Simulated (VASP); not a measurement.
**Si: single point with PBE+D3(BJ)**

Si, a slab with vacuum:

```
Si
1.0
     3.84720    0.00000    0.00000
    -1.92360    3.33177    0.00000
     0.00000    0.00000   34.48939
Si
4
Direct
  0.33333 0.66667 0.46412
  0.66538 0.33077 0.44501
  0.16667 0.33333 0.55498
  0.83459 0.66919 0.53589
```

The cell was built by a generator and needn't be a form met in nature.

```json
{
 "Program": "VASP 6.6.1",
 "Task": "single point",
 "Functional": "PBE",
 "Dispersion": "D3(BJ)",
 "Potentials or basis": "VASP PAW PBE potentials, release 64 (Si)",
 "Cutoff": "520 eV",
 "k mesh": "15 × 15 × 1",
 "Occupations": "gaussian, width 0.1 eV",
 "Spin": "no spin polarisation",
 "Dipole correction": "yes",
 "Further INCAR settings": "ALGO = Fast; EDIFF = 1e-06; NBANDS = 16"
}
```

```yaml
Largest_force: 0.011 eV/Å
Band_gap_on_the_k_mesh: none (metal or under the smearing width)
Dispersion_energy_per_atom: -0.286 eV
```

Forces in eV/Å, atoms in the order of the input:
```
Si   0.000  0.004 -0.007
Si   0.000 -0.003  0.011
Si   0.000 -0.004 -0.010
Si   0.000  0.004  0.006
```

Levels at points of the mesh, in eV from the Fermi level:
| k point | band 5 | band 6 | band 7 | band 8 | band 9 | band 10 | band 11 | band 12 |
| --- | --- | --- | --- | --- | --- | --- | --- | --- |
| (0.00, 0.00, 0.00) | -1.35 | -1.10 | -0.86 | -0.60 | 1.49 | 2.02 | 2.09 | 2.58 |

Run time: 7.1 min on 1 thread of Intel(R) Xeon(R) 6975P-C (Granite Rapids), with other jobs on the host, peak memory 0.75 GiB.
